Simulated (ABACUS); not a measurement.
GaP:

```
CELL_PARAMETERS angstrom
0.00000 2.72525 2.72525
2.72525 0.00000 2.72525
2.72525 2.72525 0.00000
ATOMIC_POSITIONS crystal
Ga 0.00000 0.00000 0.00000
P 0.25000 0.25000 0.25000
```

Base run:

- Program: ABACUS 3.10.1
- Functional: PBEsol
- Potentials or basis: SG15 ONCV 1.2 PBE
- Cutoff: 1361 eV
- Density cutoff: 5442 eV
- Basis: DZP LCAO (the cutoffs set its grid)
- k mesh: 8 × 8 × 8
- Occupations: fermi-dirac, width 0.05 eV
- Spin: no spin polarisation

Its results: band gap on the k mesh 1.52 eV, indirect (least direct gap 1.94 eV); pressure 1.5 GPa.

Task: After a change of settings the same cell gave: band gap on the k mesh 1.87 eV, indirect (least direct gap 2.16 eV); pressure 0.5 GPa. Which change was it?
A. functional from PBEsol to TPSS
B. functional from PBEsol to r2SCAN
C. functional from PBEsol to PW91
D. functional from PBEsol to AM05

Result: B.

r2SCAN gives the wider gap, since meta-GGAs in the generalised Kohn-Sham scheme recover part of the derivative discontinuity.

Caveats: the atomic orbitals were generated for these runs and aren't a published set; the potentials were made for another functional, which shifts forces and pressure; the basis of atomic orbitals isn't converged, which shifts pressures, moduli and gaps.

Runs at the PBE level aren't shown here.
